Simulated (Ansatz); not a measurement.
# Si: the cost of one run

Computed with Ansatz 0.2.0 (DFT r2SCAN, scalar-relativistic, plane waves, PAW, unless a step's input says otherwise).

## 1. The system as given

Symmetry: Fd-3m, No. 227, cubic system. The conventional cell has a = 5.431 Å, b = 5.431 Å, c = 5.431 Å, α = 90.00°, β = 90.00°, γ = 90.00°. Around Si (site symmetry -43m) lie 4 Si at 2.35 Å.

Coordinates:

```xyz
2
Lattice="0.0000 2.7155 2.7155 2.7155 0.0000 2.7155 2.7155 2.7155 0.0000" Properties=species:S:1:pos:R:3 pbc="T T T"
Si    2.7155    2.7155    2.7155
Si    4.0732    4.0732    4.0732
```

No relaxation comes first: the listed cell is the starting point.

## 2. Zero of energy

The reference gives a free energy of -1278.1322 eV, pressure 0.72 GPa, largest force 0.000 eV/Å and gap on the mesh 0.77 eV. It was computed beforehand with the settings of the runs below.

## 3. Next: an energy map of one atom

Atom 1 (Si) is moved by p along (0.000, 1.000, 0.000) and q along (0.000, 0.000, 1.000) (Å), all else fixed; its images in the other cells move with it. Points alike by symmetry are run once.

## 4. At p = -0.450, q = -0.450

input.yaml reads:

```yaml
crystal:
  lattice:
    - [0.0, 2.71547, 2.71547]
    - [2.71547, 0.0, 2.71547]
    - [2.71547, 2.71547, 0.0]
  atoms:
    - { symbol: Si, position: [0.3342828313, 0.5, 0.5] }
    - { symbol: Si, position: [0.75, 0.75, 0.75] }
basis:
  ecutwfc: 500
kpoints:
  mp_grid: { grid: [10, 10, 10] }
hamiltonian:
  xc: r2scan
scf:
  occupations: { method: gaussian, width: 0.05 }
output:
  forces: true
  stress: true
  eigenvalues: true
```

Command:

```bash
$ ansatz run input.yaml --threads 1 --pin off --max-ram 2560MiB --backend cpu --events-out ev --progress --plain --runs-dir out
```

What time and memory should one allow on 1 thread of Intel Xeon 6975P-C (Granite Rapids), shared host?

About 6.2 s, with a peak of 0.56 GiB.
